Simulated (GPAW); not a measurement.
# BAs (F-43m) in GPAW: further runs, part 2 of 3

GPAW 26.7.0.

## (3) Piezoelectric tensor, PBE+D3(op), 13.63 Å³/atom

run.py

```python
import json
import numpy as np
import spglib
from ase import Atoms
from ase.calculators.mixing import SumCalculator
from ase.constraints import FixSymmetry
from ase.filters import FrechetCellFilter
from ase.io import write
from ase.optimize import BFGS
from ase.stress import full_3x3_to_voigt_6_stress, voigt_6_to_full_3x3_strain
from dftd3.ase import DFTD3
from gpaw import GPAW, PW
from gpaw.berryphase import polarization_phase

atoms = Atoms(['As', 'B'],
              cell=[[0.0, 2.3885, 2.3885],
                    [2.3885, 0.0, 2.3885],
                    [2.3885, 2.3885, 0.0]],
              scaled_positions=[[0.75, 0.75, 0.75],
                                [0.0, 0.0, 0.0]],
              pbc=True)

calc = GPAW(mode=PW(800),
            xc='PBE',
            kpts={'size': (5, 5, 5), 'gamma': True},
            occupations={'name': 'fermi-dirac', 'width': 0.01},
            nbands=11,
            convergence={'density': 1e-06, 'eigenstates': 1e-09},
            maxiter=150,
            txt='gpaw.txt')
atoms.calc = SumCalculator([calc, DFTD3(method='pbe', damping='d3op')])
atoms.set_constraint(FixSymmetry(atoms))
BFGS(FrechetCellFilter(atoms), trajectory='relax.traj', logfile='-').run(fmax=0.005, steps=40)
atoms.set_constraint()
energy = atoms.get_potential_energy()
forces = atoms.get_forces()
stress = atoms.get_stress()
calc.write('gs.gpw')
write('result.traj', atoms)
print('Cell:', atoms.cell.cellpar().round(4))
print(atoms.get_scaled_positions().round(5))

cell = atoms.cell[:].T
dataset = spglib.get_symmetry((atoms.cell[:], atoms.get_scaled_positions(), atoms.numbers), symprec=1e-4)
rotations = [cell @ w @ np.linalg.inv(cell) for w in dataset['rotations']]

def phase(a, name):
    c = GPAW(mode=PW(680),
             xc='PBE',
             kpts={'size': (5, 5, 5), 'gamma': True},
             occupations={'name': 'fermi-dirac', 'width': 0.01},
             nbands=11,
             convergence={'density': 1e-06, 'eigenstates': 1e-09},
             maxiter=150,
             symmetry='off',
             txt=name + '.txt')
    b = a.copy()
    b.calc = c
    b.get_potential_energy()
    c.write('berry.gpw', 'all')
    return polarization_phase(gpw_wfs='berry.gpw')['phase_c']

strains, rows = [], {'clamped': [], 'relaxed': []}
for v in [0, 3]:
    phases = {'clamped': [], 'relaxed': []}
    for e in (-0.005, 0.005):
        voigt = np.zeros(6)
        voigt[v] = e
        F = voigt_6_to_full_3x3_strain(voigt)
        a = atoms.copy()
        a.set_cell(atoms.cell[:] @ F, scale_atoms=True)
        phases['clamped'].append(phase(a, f'clamped-{v}{e:+.3f}'))
        c = GPAW(mode=PW(680),
                 xc='PBE',
                 kpts={'size': (5, 5, 5), 'gamma': True},
                 occupations={'name': 'fermi-dirac', 'width': 0.01},
                 nbands=11,
                 convergence={'density': 1e-06, 'eigenstates': 1e-09},
                 maxiter=150,
                 txt=f'relax-{v}{e:+.3f}.txt')
        a.calc = SumCalculator([c, DFTD3(method='pbe', damping='d3op')])
        BFGS(a, logfile=None).run(fmax=0.002, steps=30)
        phases['relaxed'].append(phase(a, f'relaxed-{v}{e:+.3f}'))
    for key, (lo, hi) in phases.items():
        dphi = (hi - lo + np.pi) % (2 * np.pi) - np.pi
        dP = dphi @ atoms.cell[:] / (2 * np.pi * atoms.get_volume()) * 16.021766  # C/m^2
        print(v, key, (dP / (2 * 0.005)).round(4), flush=True)
        rows[key] += [R @ dP for R in rotations]
    strains += [full_3x3_to_voigt_6_stress(R @ (2 * (F - np.eye(3))) @ R.T) * [1, 1, 1, 2, 2, 2] for R in rotations]

result = {key: np.linalg.lstsq(np.array(strains), np.array(P), rcond=None)[0].T for key, P in rows.items()}
for key, e_iv in result.items():
    print(f'Piezoelectric tensor, {key} ions (C/m^2):')
    print(e_iv.round(3))
json.dump({key: e_iv.tolist() for key, e_iv in result.items()}, open('piezo.json', 'w'))
```

Potentials or basis: GPAW PAW data sets (gpaw-data 1.2.1), pw.

Started as:

```console
$ OMP_NUM_THREADS=1 python run.py
```

gpaw.txt:

```text
__  _  _
 | _ |_)|_||  |
 |__||  | ||/\| - 26.7.0

Input parameters:
  mode=PW(ecut=800.0),
  convergence={'density': 1e-06, 'eigenstates': 1e-09},
  kpts=MonkhorstPack(size=(5, 5, 5), gamma=True),
  maxiter=150,
  nbands=11,
  occupations=Occupations(name='fermi-dirac', width=0.01),
  xc=XC(name='PBE')

Diagonalizing LCAO Hamiltonian
Converting LCAO to pw mode

                   As

       B

Atoms  # Å, Bohr magnetons
|   | symbol |         x |         y |        z |    initial magnetic moments |
|---|--------|-----------|-----------|----------|-----------------------------|
| 0 |     As |  3.582750 |  3.582750 | 3.582750 | ( 0.0000,  0.0000,  0.0000) |
| 1 |      B | -0.000000 | -0.000000 | 0.000000 | ( 0.0000,  0.0000,  0.0000) |

Unit cell  # Å
| periodic |        x |        y |        z |  lengths |    angles |
|----------|----------|----------|----------|----------|-----------|
|      yes | 0.000000 | 2.388500 | 2.388500 | 3.377849 | 60.000000 |
|      yes | 2.388500 | 0.000000 | 2.388500 | 3.377849 | 60.000000 |
|      yes | 2.388500 | 2.388500 | 0.000000 | 3.377849 | 60.000000 |

Number of symmetries: 24
Symmetry operations  # r_c * U_cc + t_c -> r_c
|    | kind |            matrix            |
|----|------|------------------------------|
|  0 |  E   |  1, 0, 0,  0, 1, 0,  0, 0, 1 |
|  1 |  σ   |  1, 0, 0,  0, 0, 1,  0, 1, 0 |
|  2 |  σ   |  1, 0,-1,  0, 1,-1,  0, 0,-1 |
|  3 |  C3  |  1, 0,-1,  0, 0,-1,  0, 1,-1 |
|  4 |  C3  |  1,-1, 0,  0,-1, 1,  0,-1, 0 |
|  5 |  σ   |  1,-1, 0,  0,-1, 0,  0,-1, 1 |
[... 470 lines left out ...]
|----------|----------|-----------|----------|----------|-----------|
|      yes | 0.000000 |  2.391485 | 2.391485 | 3.382071 | 60.000000 |
|      yes | 2.391485 | -0.000000 | 2.391485 | 3.382071 | 60.000000 |
|      yes | 2.391485 |  2.391485 | 0.000000 | 3.382071 | 60.000000 |

Number of symmetries: 24
Symmetry operations  # r_c * U_cc + t_c -> r_c
|    | kind |            matrix            |
|----|------|------------------------------|
|  0 |  E   |  1, 0, 0,  0, 1, 0,  0, 0, 1 |
|  1 |  σ   |  1, 0, 0,  0, 0, 1,  0, 1, 0 |
|  2 |  σ   |  1, 0,-1,  0, 1,-1,  0, 0,-1 |
|  3 |  C3  |  1, 0,-1,  0, 0,-1,  0, 1,-1 |
|  4 |  C3  |  1,-1, 0,  0,-1, 1,  0,-1, 0 |
|  5 |  σ   |  1,-1, 0,  0,-1, 0,  0,-1, 1 |
|  6 |  σ   |  0, 1, 0,  1, 0, 0,  0, 0, 1 |
|  7 |  C3  |  0, 1, 0,  0, 0, 1,  1, 0, 0 |
|  8 |  C2  |  0, 1,-1,  1, 0,-1,  0, 0,-1 |
[... 144 lines left out ...]
SCF iterations
|iter     | |      energy | eigst |  dens |
|---------|-|-------------|-------|-------|
|iter:   1| |  -11.351607 | -3.61 |       |
|iter:   2| |  -11.351591 | -6.34 | -2.76 |
|iter:   3| |  -11.351496c| -5.62 | -2.80 |
|iter:   4| |  -11.351491c| -6.64 | -3.49 |
|iter:   5| |  -11.351491c| -7.84 | -4.07 |
|iter:   6| |  -11.351491c| -8.30 | -4.42 |
|iter:   7| |  -11.351491c| -9.58c| -5.50 |
|iter:   8| |  -11.351491c|-10.30c| -5.91 |
|iter:   9| |  -11.351491c|-11.66c| -7.10c|

Converged in 9 steps
Energy contributions relative to reference atoms: (reference = -62172.463167)

Energy contributions:
  Kinetic:          19.812997
  Coulomb:         -17.479519
  Zero:             -0.002989
  External:          0.000000
  Xc:              -13.681979
  Entropy:          -0.000000
  Spinorbit:         0.000000
  ----------------------------
  Free energy:     -11.351491
  Extrapolated:    -11.351491
[... 26 lines left out ...]
Stress tensor  # eV/Ang^3
|         x |         y |         z |
|-----------|-----------|-----------|
| -0.018098 | -0.000000 | -0.000000 |
| -0.000000 | -0.018098 | -0.000000 |
| -0.000000 | -0.000000 | -0.018098 |

Forces  # eV/Ang
|       x |        y |        z |
|---------|----------|----------|
| 0.00000 |  0.00000 | -0.00000 |  # As   0
| 0.00000 | -0.00000 |  0.00000 |  # B    1

# Writing to gs.gpw (mode='')
```

stdout:

```text
Step          Energy          fmax
BFGS:    0      -11.915348        0.045781
BFGS:    1      -11.915475        0.033796
BFGS:    2      -11.915576        0.000082
Cell: [ 3.3821  3.3821  3.3821 60.     60.     60.    ]
[[0.75 0.75 0.75]
 [0.   0.   1.  ]]
0 clamped [0.0011 0.0011 0.0011]
0 relaxed [0.0011 0.0011 0.0011]
3 clamped [ 0.0619 -0.     -0.    ]
3 relaxed [ 0.1878 -0.     -0.    ]
Piezoelectric tensor, clamped ions (C/m^2):
[[ 0.     0.     0.     0.062 -0.    -0.   ]
 [ 0.     0.     0.     0.     0.062  0.   ]
 [ 0.    -0.    -0.    -0.     0.     0.062]]
Piezoelectric tensor, relaxed ions (C/m^2):
[[ 0.     0.     0.     0.188 -0.    -0.   ]
 [ 0.     0.     0.    -0.     0.188  0.   ]
 [ 0.    -0.     0.     0.     0.     0.188]]
```

clamped-0-0.005.txt:

```text
SCF iterations
|iter     | |      energy | eigst |  dens |
|---------|-|-------------|-------|-------|
|iter:   1| |  -11.934213 | -0.27 |       |
|iter:   2| |  -11.813805 | -2.29 | -0.71 |
|iter:   3| |  -11.345437 | -1.72 | -0.76 |
|iter:   4| |  -11.342957 | -3.15 | -1.43 |
[... 33 lines left out ...]
|          4 |        10.786 |     0.000 |
|          5 |        12.822 |     0.000 |
|          6 |        12.861 |     0.000 |
|          7 |        16.939 |     0.000 |
|          8 |        20.139 |     0.000 |
|          9 |        21.248 |     0.000 |
|         10 |        21.280 |     0.000 |

Gap: 1.100 eV
Transition (v -> c):
  (s=0, k=62, n=3, [0.00, 0.00, 0.00]) -> (s=0, k=50, n=4, [0.00, -0.40, -0.40])
Direct/indirect transitions are different
Direct gap: 3.234 eV
Transition at: (s=0, k=62, n=3, [0.00, 0.00, 0.00])
# Writing to berry.gpw (mode='all')
```

Wall time 4.7 min (1 thread of Intel Xeon at 2.60GHz (Ice Lake), shared host); peak memory 0.34 GiB.

Results:

```
Free energy                            : -11.9156 eV
Relaxed volume                         : 13.68 Å³/atom
Relaxed cell                           : a = 3.382 Å, b = 3.382 Å, c = 3.382 Å, α = 60.00°, β = 60.00°, γ = 60.00°
Space group after relaxing (to 0.05 Å) : F-43m (No. 216)
Pressure after relaxing                : 0.0 GPa
Band gap on the k mesh                 : 1.18 eV, indirect (least direct gap 3.28 eV)
Dispersion energy per atom             : -0.282 eV
```

Caveat: the k mesh is coarse (spacing up to 0.46 Å⁻¹), so the values aren't converged; the cutoff is short for stress and forces, so pressures can be off by a GPa or more; the density grid can change from cell to cell, which puts small steps into energies and stress; an odd mesh through Γ misses points on the zone boundary, where band edges often lie.

(Continued in part 3 of 3.)
